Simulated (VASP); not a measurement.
# InAs (Fm-3m) in VASP: a series of runs

Runs on InAs. Level: PBEsol. Tasks: single point.

All numbers are computed with VASP 6.6.1; they aren't measurements. Logs are shortened: lines on timing, memory, paths and dates and some standing lists are left out, and cuts for length are marked.

## 1. Starting point

It takes space group Fm-3m (No. 225, cubic). The conventional cell has a = 5.755 Å, b = 5.755 Å, c = 5.755 Å, α = 90.00°, β = 90.00°, γ = 90.00°. In (site symmetry m-3m) has 6 As at 2.88 Å as nearest neighbours. As (site symmetry m-3m) has 6 In at 2.88 Å as nearest neighbours.

Measurements of this composition are mostly on another form, of space group No. 216.

## 2. Single point, PBEsol

File INCAR:

```
SYSTEM = InAs
PREC = Accurate
ENCUT = 520
EDIFF = 1E-6
ISMEAR = 0
SIGMA = 0.05
LREAL = .False.
LASPH = .True.
NELM = 100
ALGO = Fast
ISIF = 2
LWAVE = .False.
LCHARG = .False.
GGA = PS
NBANDS = 16
```

File KPOINTS:

```
regular mesh
0
Gamma
  14 14 14
  0 0 0
```

File POSCAR:

```
InAs
1.0
    0.0000000000      2.8773040000      2.8773040000
    2.8773040000      0.0000000000      2.8773040000
    2.8773040000      2.8773040000      0.0000000000
In As
1 1
Direct
    0.5000000000      0.5000000000      0.5000000000
    0.0000000000      0.0000000000      0.0000000000
```

Potentials or basis: VASP PAW PBE potentials, release 64 (In_d, As).

Started as:

```bash
> cat potpaw_PBE.64/In_d/POTCAR potpaw_PBE.64/As/POTCAR > POTCAR
> mpirun -np 1 vasp_std > vasp.out
```

OUTCAR:

```text
SYSTEM = InAs
   PREC = Accurate
   ENCUT = 520
   EDIFF = 1E-6
   ISMEAR = 0
   LREAL = .False.
   LASPH = .True.
   NELM = 100
   ISIF = 2
   GGA = PS

 ion  position               nearest neighbor table
   1  0.500  0.500  0.500-   2 2.88   2 2.88   2 2.88   2 2.88   2 2.88   2 2.88
   2  0.000  0.000  0.000-   1 2.88   1 2.88   1 2.88   1 2.88   1 2.88   1 2.88

  LATTYP: Found a face centered cubic cell.
 ALAT       =     5.7546080000

  Lattice vectors:

 A1 = (   0.0000000000,   2.8773040000,   2.8773040000)
 A2 = (   2.8773040000,   0.0000000000,   2.8773040000)
 A3 = (   2.8773040000,   2.8773040000,   0.0000000000)

Analysis of symmetry for initial positions (statically):
=====================================================================
 Subroutine PRICEL returns:
 Original cell was already a primitive cell.

 Routine SETGRP: Setting up the symmetry group for a
 face centered cubic supercell.

 Subroutine GETGRP returns: Found 48 space group operations
 (whereof 48 operations were pure point group operations)
 out of a pool of 48 trial point group operations.

The static configuration has the point symmetry O_h .

Analysis of symmetry for dynamics (positions and initial velocities):
=====================================================================
 Subroutine PRICEL returns:
 Original cell was already a primitive cell.

 Routine SETGRP: Setting up the symmetry group for a
 face centered cubic supercell.

 Subroutine GETGRP returns: Found 48 space group operations
 (whereof 48 operations were pure point group operations)
 out of a pool of 48 trial point group operations.

The dynamic configuration has the point symmetry O_h .

 Subroutine INISYM returns: Found 48 space group operations
 (whereof 48 operations are pure point group operations),
 and found     1 'primitive' translations

----------------------------------------------------------------------------------------

                                     Primitive cell

  volume of cell :      47.6417

  direct lattice vectors                    reciprocal lattice vectors
     0.000000000  2.877304000  2.877304000    -0.173773783  0.173773783  0.173773783
     2.877304000  0.000000000  2.877304000     0.173773783 -0.173773783  0.173773783
     2.877304000  2.877304000  0.000000000     0.173773783  0.173773783 -0.173773783

  length of vectors
     4.069122340  4.069122340  4.069122340     0.300985021  0.300985021  0.300985021

  position of ions in fractional coordinates (direct lattice)
     0.500000000  0.500000000  0.500000000
     0.000000000  0.000000000  0.000000000
[... 75 lines left out ...]
   ENCUT  =  520.0 eV  38.22 Ry    6.18 a.u.   7.57  7.57  7.57*2*pi/ulx,y,z
   NELM   =    100;   NELMIN=  2; NELMDL= -5     # of ELM steps
   EDIFF  = 0.1E-05   stopping-criterion for ELM
   LREAL  =      F    real-space projection
   EDIFFG = 0.1E-04   stopping-criterion for IOM
   NSW    =      0    number of steps for IOM
   IBRION =     -1    ionic relax: 0-MD 1-quasi-New 2-CG
   NFREE  =      0    steps in history (QN), initial steepest desc. (CG)
   ISIF   =      2    stress and relaxation
   ISYM   =      2    0-nonsym 1-usesym 2-fastsym
   POTIM  = 0.5000    time-step for ionic-motion
   TEBEG  =    0.0;   TEEND  =   0.0 temperature during run
   PSTRESS=    0.0 pullay stress
   NELECT =      18.0000    total number of electrons
   NUPDOWN=      -1.0000    fix difference up-down
   EMIN   =  10.00;   EMAX   =-10.00  energy-range for DOS
   EFERMI =   0.00;   METHOD = LEGACY
   ISMEAR =     0;   SIGMA  =   0.05  broadening in eV -4-tet -1-fermi 0-gaus
   EFERMI_NEDOS =   21; number of points for ismear=-14 and -15
   IALGO  =     68    algorithm
   IMIX   =      4    mixing-type and parameters
     AMIX     =   0.40;   BMIX     =  1.00
     AMIX_MAG =   1.60;   BMIX_MAG =  1.00
  volume/ion in A,a.u.               =      23.82       160.75
  Fermi-wavevector in a.u.,A,eV,Ry     =   1.183505  2.236499 19.057448  1.400683
  Thomas-Fermi vector in A             =   2.319738
   LORBIT       =      0    0 simple, 1 ext, 2 COOP (PROOUT), +10 PAW based schemes
   GGA     = PS    functional components
   LHFCALC =     F    Hartree Fock is set to
   AEXX    =    0.0000 exact exchange contribution
   IVDW    =     0    specifies the selected vdW correction
   LEPSILON=     F    determine dielectric tensor
   LRPA    =     F    only Hartree local field effects (RPA)
 non-spin polarized calculation
 RMM-DIIS sequential band-by-band and
 Gauss-broadening in eV      SIGMA  =   0.05
  energy-cutoff  :      520.00
  volume of cell :       47.64
 maximum number of plane-waves:      1307
   NGX = 15   NGY = 15   NGZ = 15

 number of electron      18.0000002 magnetization

 Free energy of the ion-electron system (eV)
  ---------------------------------------------------
  ext. energy  EPLUGINS =         0.00000000
  ---------------------------------------------------
  free energy    TOTEN  =        -8.18973980 eV

  energy without entropy =       -8.18800908  energy(sigma->0) =       -8.18887444

 E-fermi :   5.7489     XC(G=0): -10.2509

 val. band max:        5.7340460957   @ k =   0.2857   0.1429   0.0714
 cond. band min:       5.7497928287   @ k =  -0.0714   0.0714   0.0000
 fundamental gap:      0.0157467330
 Fermi energy:         5.7488538638

 k-point     1 :       0.0000    0.0000    0.0000
  band No.  band energies     occupation
      1      -8.4615      2.00000
      2      -8.4615      2.00000
      3      -8.4400      2.00000
      4      -8.4400      2.00000
      5      -8.4400      2.00000
      6      -6.3310      2.00000
[... 433 lines left out ...]
      3      -8.4487      2.00000
      4      -8.4126      2.00000
      5      -8.4038      2.00000
      6      -5.5244      2.00000
[... 8 lines left out ...]
     15      15.5390      0.00000
     16      15.8982      0.00000

 [... further k-points ...]
[... 5 lines left out ...]
  --------------------------------------------------------------------------------------
  -------------------------------------------------------------------------------------
  Total       -0.9989229     -0.9989229     -0.9989229      0.0000000      0.0000000     -0.0000000
  in kB      -33.5935042    -33.5935042    -33.5935042      0.0000000      0.0000000     -0.0000000
  external PRESSURE =     -33.5935042 kB  Pullay stress =       0.0000000 kB

 VOLUME and BASIS-vectors are now :
 -----------------------------------------------------------------------------
  energy-cutoff  :      520.00
  volume of cell :       47.64
      direct lattice vectors                 reciprocal lattice vectors
     0.000000000  2.877304000  2.877304000    -0.173773783  0.173773783  0.173773783
     2.877304000  0.000000000  2.877304000     0.173773783 -0.173773783  0.173773783
     2.877304000  2.877304000  0.000000000     0.173773783  0.173773783 -0.173773783

 POSITION                                       TOTAL-FORCE (eV/Angst)
 -----------------------------------------------------------------------------------
      2.87730      2.87730      2.87730         0.000000     -0.000000     -0.000000
      0.00000      0.00000      0.00000        -0.000000      0.000000      0.000000
 -----------------------------------------------------------------------------------
    total drift:                                0.000000      0.000000      0.000000

  FREE ENERGIE OF THE ION-ELECTRON SYSTEM (eV)
  ---------------------------------------------------
  free  energy   TOTEN  =        -8.1897397994 eV

  energy  without entropy=       -8.1880090810  energy(sigma->0) =       -8.18887444
```

OSZICAR:

```text
N       E                     dE             d eps       ncg     rms          rms(c)
DAV:   1     0.102229692266E+03    0.10223E+03   -0.88795E+03  3352   0.132E+03
DAV:   2    -0.222422194095E+01   -0.10445E+03   -0.10034E+03  3632   0.296E+02
DAV:   3    -0.824293364778E+01   -0.60187E+01   -0.59399E+01  4256   0.669E+01
DAV:   4    -0.837231767687E+01   -0.12938E+00   -0.12934E+00  3968   0.106E+01
DAV:   5    -0.837786437044E+01   -0.55467E-02   -0.55466E-02  4832   0.201E+00    0.357E+00
RMM:   6    -0.820262920771E+01    0.17524E+00   -0.20773E-01  4005   0.506E+00    0.182E+00
RMM:   7    -0.819118230027E+01    0.11447E-01   -0.65646E-02  3949   0.158E+00    0.641E-01
RMM:   8    -0.818953166258E+01    0.16506E-02   -0.68944E-03  4446   0.129E+00    0.889E-02
RMM:   9    -0.818966479714E+01   -0.13313E-03   -0.24411E-03  4510   0.438E-01    0.803E-02
RMM:  10    -0.818972223779E+01   -0.57441E-04   -0.71662E-04  5100   0.316E-01    0.945E-02
RMM:  11    -0.818973646074E+01   -0.14223E-04   -0.16003E-04  5355   0.109E-01    0.120E-01
RMM:  12    -0.818976226435E+01   -0.25804E-04   -0.58215E-05  4643   0.886E-02    0.579E-02
RMM:  13    -0.818975002135E+01    0.12243E-04   -0.17106E-05  4281   0.588E-02    0.298E-02
RMM:  14    -0.818974369364E+01    0.63277E-05   -0.93322E-06  3929   0.388E-02    0.156E-02
RMM:  15    -0.818974003663E+01    0.36570E-05   -0.10739E-05  3845   0.412E-02    0.548E-03
RMM:  16    -0.818973979944E+01    0.23719E-06   -0.38276E-06  3085   0.244E-02
   1 F= -.81897398E+01 E0= -.81888744E+01  d E =-.173072E-02
```

It took 3.4 min on 1 thread of AMD EPYC, shared host; peak memory 0.19 GiB.

Results:

```yaml
Free_energy: -8.1897 eV
Pressure: -3.4 GPa
Band_gap_on_the_k_mesh: none (metal or under the smearing width)
```

Caveat: the PAW data sets were made with another functional, which shifts forces and pressure a little.

## 3. Single point, PBEsol

This run uses another cell than the first one, of 19.84 Å³/atom, 0.833 times its volume.

File INCAR:

```
ALGO = Normal
EDIFF = 1E-6
ENCUT = 520
GGA = PS
ISIF = 2
ISMEAR = 0
LASPH = True
LCHARG = False
LREAL = False
LWAVE = False
NBANDS = 16
NELM = 80
PREC = Accurate
SIGMA = 0.05
```

File KPOINTS:

```
k-points
0
Gamma
  14 14 14
```

File POSCAR:

```
InAs
1.0
    0.0000000000      2.7073731561      2.7073731561
    2.7073731561      0.0000000000      2.7073731561
    2.7073731561      2.7073731561      0.0000000000
In As
1 1
Direct
    0.5000000000      0.5000000000      0.5000000000
    0.0000000000      0.0000000000      0.0000000000
```

Potentials or basis: VASP PAW PBE potentials, release 64 (In_d, As).

Started as:

```bash
> cat potpaw_PBE.64/In_d/POTCAR potpaw_PBE.64/As/POTCAR > POTCAR
> mpirun -np 1 vasp_std > vasp.out
```

OUTCAR:

```text
EDIFF = 1E-6
   ENCUT = 520
   GGA = PS
   ISIF = 2
   ISMEAR = 0
   LASPH = True
   LREAL = False
   NELM = 80
   PREC = Accurate

 ion  position               nearest neighbor table
   1  0.500  0.500  0.500-   2 2.71   2 2.71   2 2.71   2 2.71   2 2.71   2 2.71
   2  0.000  0.000  0.000-   1 2.71   1 2.71   1 2.71   1 2.71   1 2.71   1 2.71

  LATTYP: Found a face centered cubic cell.
 ALAT       =     5.4147463122

  Lattice vectors:

 A1 = (   0.0000000000,   2.7073731561,   2.7073731561)
 A2 = (   2.7073731561,   0.0000000000,   2.7073731561)
 A3 = (   2.7073731561,   2.7073731561,   0.0000000000)

Analysis of symmetry for initial positions (statically):
=====================================================================
 Subroutine PRICEL returns:
 Original cell was already a primitive cell.

 Routine SETGRP: Setting up the symmetry group for a
 face centered cubic supercell.

 Subroutine GETGRP returns: Found 48 space group operations
 (whereof 48 operations were pure point group operations)
 out of a pool of 48 trial point group operations.

The static configuration has the point symmetry O_h .
[... 155 lines left out ...]
  ext. energy  EPLUGINS =         0.00000000
  ---------------------------------------------------
  free energy    TOTEN  =        -8.02016157 eV

  energy without entropy =       -8.01856671  energy(sigma->0) =       -8.01936414

 E-fermi :   7.9455     XC(G=0): -11.1011

 val. band max:        7.9310243984   @ k =   0.2857   0.1429   0.0714
 cond. band min:       7.9560139274   @ k =   0.5000   0.2857   0.0000
 fundamental gap:      0.0249895290
 Fermi energy:         7.9454859917

 k-point     1 :       0.0000    0.0000    0.0000
  band No.  band energies     occupation
      1      -6.5475      2.00000
      2      -6.5475      2.00000
      3      -6.5170      2.00000
      4      -6.5170      2.00000
      5      -6.5170      2.00000
      6      -5.5185      2.00000
[... 433 lines left out ...]
      3      -6.5370      2.00000
      4      -6.4705      2.00000
      5      -6.4503      2.00000
      6      -4.4514      2.00000
[... 8 lines left out ...]
     15      18.3834      0.00000
     16      18.7703      0.00000

 [... further k-points ...]
[... 5 lines left out ...]
  --------------------------------------------------------------------------------------
  -------------------------------------------------------------------------------------
  Total        3.1871539      3.1871539      3.1871539      0.0000000      0.0000000     -0.0000000
  in kB      128.6587334    128.6587334    128.6587334      0.0000000      0.0000000     -0.0000000
  external PRESSURE =     128.6587334 kB  Pullay stress =       0.0000000 kB

 VOLUME and BASIS-vectors are now :
 -----------------------------------------------------------------------------
  energy-cutoff  :      520.00
  volume of cell :       39.69
      direct lattice vectors                 reciprocal lattice vectors
     0.000000000  2.707373156  2.707373156    -0.184680859  0.184680859  0.184680859
     2.707373156  0.000000000  2.707373156     0.184680859 -0.184680859  0.184680859
     2.707373156  2.707373156  0.000000000     0.184680859  0.184680859 -0.184680859

 POSITION                                       TOTAL-FORCE (eV/Angst)
 -----------------------------------------------------------------------------------
      2.70737      2.70737      2.70737        -0.000000      0.000000     -0.000000
      0.00000      0.00000      0.00000         0.000000     -0.000000      0.000000
 -----------------------------------------------------------------------------------
    total drift:                                0.000000      0.000000      0.000000

  FREE ENERGIE OF THE ION-ELECTRON SYSTEM (eV)
  ---------------------------------------------------
  free  energy   TOTEN  =        -8.0201615712 eV

  energy  without entropy=       -8.0185667085  energy(sigma->0) =       -8.01936414
```

OSZICAR:

```text
N       E                     dE             d eps       ncg     rms          rms(c)
DAV:   1     0.101728516468E+03    0.10173E+03   -0.90931E+03  3376   0.141E+03
DAV:   2    -0.261720121480E+01   -0.10435E+03   -0.10011E+03  3712   0.298E+02
DAV:   3    -0.815553254357E+01   -0.55383E+01   -0.54653E+01  4272   0.657E+01
DAV:   4    -0.825708987392E+01   -0.10156E+00   -0.10153E+00  3944   0.929E+00
DAV:   5    -0.826097048351E+01   -0.38806E-02   -0.38806E-02  4816   0.170E+00    0.509E+00
DAV:   6    -0.804333272271E+01    0.21764E+00   -0.33393E-01  4808   0.132E+01    0.274E+00
DAV:   7    -0.802267458078E+01    0.20658E-01   -0.71834E-02  5328   0.353E+00    0.744E-01
DAV:   8    -0.802035071277E+01    0.23239E-02   -0.56654E-03  4544   0.108E+00    0.238E-01
DAV:   9    -0.802017045492E+01    0.18026E-03   -0.39419E-04  4664   0.292E-01    0.110E-01
DAV:  10    -0.802016175865E+01    0.86963E-05   -0.26141E-05  4480   0.448E-02    0.677E-02
DAV:  11    -0.802016157121E+01    0.18744E-06   -0.88556E-07  3480   0.693E-03
   1 F= -.80201616E+01 E0= -.80193641E+01  d E =-.159486E-02
```

Wall time 2 min (1 thread of AMD EPYC, shared host); peak memory 0.17 GiB.

Results:

| Item | Value |
| --- | --- |
| Free energy | -8.0202 eV |
| Pressure | 12.9 GPa |
| Band gap on the k mesh | none (metal or under the smearing width) |

Caveat: the PAW data sets were made with another functional, which shifts forces and pressure a little.
